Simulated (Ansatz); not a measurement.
Runs of Ansatz 0.2.0 on C. Symmetry: P6_3/mmc, No. 194, hexagonal system. Conventional cell: a = 2.522 Å, b = 2.522 Å, c = 12.356 Å, α = 90.00°, β = 90.00°, γ = 120.00°. Around C (site symmetry 3m) lie 4 C at 1.54 Å. C (site symmetry 3m) has 4 C at 1.54 Å as nearest neighbours. C (site symmetry 3m) has 4 C at 1.54 Å as nearest neighbours. This is a hexagonal form of diamond, not graphite.

```tsv
level	gap on the mesh (eV)	pressure (GPa)	relaxed volume (Å³/atom)
revPBE	4.41	0.0	(b)
BLYP	4.67	0.0	(a)
BLYP+D4	4.74	0.0	5.68
RPBE+D4	4.49	0.0	5.60
PBEsol+D4	4.38	0.0	(c)
```

Alike in all rows: task relaxation of cell and atoms; potentials or basis Ansatz PAW; no spin polarisation; cell relaxed; k mesh 12 × 12 × 3; cutoff (eV) 420; smearing fermi-dirac 0.05 eV.

**Question.** Estimate the missing entries.

**Answer.** (a) 5.82; (b) 5.76; (c) 5.58.

Caveats: odd divisions of the mesh miss points on the zone boundary, where band edges often lie, so the gap on the mesh can be too wide; the plane-wave basis is chosen anew once the cell has moved, so the energies of steps on either side of that aren't comparable; the PAW data sets come from PBE, with cores solved anew for the run's functional, which leaves a small shift of forces and pressure.

A k mesh can miss the band edges.

Runs at the PBE level aren't shown here.
